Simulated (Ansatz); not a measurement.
Runs of Ansatz 0.2.0 on Si2Ni. Symmetry: Fm-3m, No. 225, cubic system. The conventional cell has a = 5.406 Å, b = 5.406 Å, c = 5.406 Å, α = 90.00°, β = 90.00°, γ = 90.00°. Ni (site symmetry m-3m) has 8 Si at 2.34 Å as nearest neighbours. Around Si (site symmetry -43m) lie 4 Ni at 2.34 Å. 

```csv
task,level,potentials or basis,spin,U,cell,cutoff (eV),smearing,hubbard projectors,double counting,broadening,gap on the mesh (eV),pressure (GPa),moment (μB),relaxed volume (Å³/atom)
optical spectrum,r2SCAN+rVV10+U,Ansatz PAW earlier set,"collinear, ferromagnetic start",Ni d U = 8 eV,as given,1080,cold 0.025 eV,atomic,amf,0.1 eV,none,-,0.00,-
relaxation of cell and atoms,r2SCAN+rVV10+U,Ansatz PAW,"collinear, ferromagnetic start",Ni d U = 3 eV,relaxed,500,fermi-dirac 0.01 eV,ortho-atomic (the default),fll (the default),-,-,0.0,0.00,12.94
single point,PBE,Ansatz PAW,"collinear, ferromagnetic start",-,as given,420,fermi-dirac 0.05 eV,-,-,-,none,3.8,0.00,-
electric field gradients,PBEsol+D3(BJ)+U,Ansatz PAW,"collinear, ferromagnetic start",Ni d U = 2 eV,as given,420,gaussian 0.02 eV,all-electron-atomic,fll,-,none,-6.2,0.00,-
single point,PBE+D4+U,Ansatz PAW,"collinear, ferromagnetic start",Ni d U = 3 eV,as given,420,gaussian 0.1 eV,ortho-atomic (the default),fll (the default),-,none,(b),0.00,-
projected density of states,PBEsol+U,Ansatz PAW,"collinear, ferromagnetic start",Ni d U = 5 eV,as given,420,fermi-dirac 0.05 eV,ortho-atomic (the default),fll (the default),-,none,(c),0.00,-
relaxation of cell and atoms,PBEsol,Ansatz PAW,"collinear, ferromagnetic start",-,relaxed,420,fermi-dirac 0.05 eV,-,-,-,-,0.0,0.00,13.09
single point,PBEsol+U,Ansatz PAW earlier set,"collinear, program default start",Ni d U = 7 eV,as given,1080,gaussian 0.02 eV,ortho-atomic (the default),fll (the default),-,none,-1.1,0.00,-
single point,RPBE,Ansatz PAW,"collinear, ferromagnetic start",-,as given,420,gaussian 0.02 eV,-,-,-,none,(a),0.00,-
projected density of states,PBEsol,Ansatz PAW,"collinear, ferromagnetic start",-,as given,420,fermi-dirac 0.05 eV,-,-,-,none,-0.9,0.00,-
single point,PBE+U,Ansatz NC,"collinear, ferromagnetic start",Ni d U = 3.5 eV,as given,1400,cold 0.025 eV,atomic,fll,-,none,2.6,0.00,-
```

Alike in all rows: k mesh 9 × 9 × 9.

Task: Estimate the missing entries.

Result: (a) 6.8; (b) -1.6; (c) -1.2.

Caveats: the PAW data sets come from PBE, with cores solved anew for the run's functional, which leaves a small shift of forces and pressure (some runs); the magnetic or orbital state may not be the lowest (some runs); the U is typed as a test and isn't derived for this compound (some runs); pairwise dispersion overbinds metals, which lowers pressure and volume (some runs); the plane-wave basis is chosen anew once the cell has moved, so the energies of steps on either side of that aren't comparable (some runs); the potentials were made for another functional, which shifts forces and pressure (some runs).

A k mesh can miss the band edges.

A gap of «none» marks a metal or a gap under the smearing width.

Not every run made on this cell is shown here.
